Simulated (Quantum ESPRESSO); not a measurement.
## SnTe: single point with PBE

SnTe:

```
CELL_PARAMETERS angstrom
0.00000 3.15085 3.15085
3.15085 0.00000 3.15085
3.15085 3.15085 0.00000
ATOMIC_POSITIONS crystal
Te 0.50000 0.50000 0.50000
Sn 0.00000 0.00000 0.00000
```

| Property | Result |
| --- | --- |
| Program | Quantum ESPRESSO 7.5 |
| Task | single point |
| Functional | PBE |
| Potentials or basis | SSSP 1.3 efficiency PBE |
| Cutoff | 816 eV |
| Density cutoff | 6531 eV |
| k mesh | 7 × 7 × 7 |
| Occupations | fermi-dirac, width 0.05 eV |
| Spin | no spin polarisation |

- Pressure: 2.1 GPa

Levels at points of the mesh, in eV from the Fermi level:
| k point | band 7 | band 8 | band 9 | band 10 | band 11 | band 12 | band 13 | band 14 |
| --- | --- | --- | --- | --- | --- | --- | --- | --- |
| (0.00, 0.00, 0.00) | -4.75 | -2.20 | -2.20 | -2.20 | 3.39 | 3.39 | 3.39 | 4.64 |

Wall time 34 s on 1 thread of Intel(R) Xeon(R) Platinum 8375C CPU @ 2.90GHz (Ice Lake), with other jobs on the host, peak memory 0.33 GiB.

Caveat: this odd mesh misses L, where the gap lies, so gap, dielectric constants and Born charges aren't listed. The run has no spin-orbit coupling, so splittings on Te are missing.
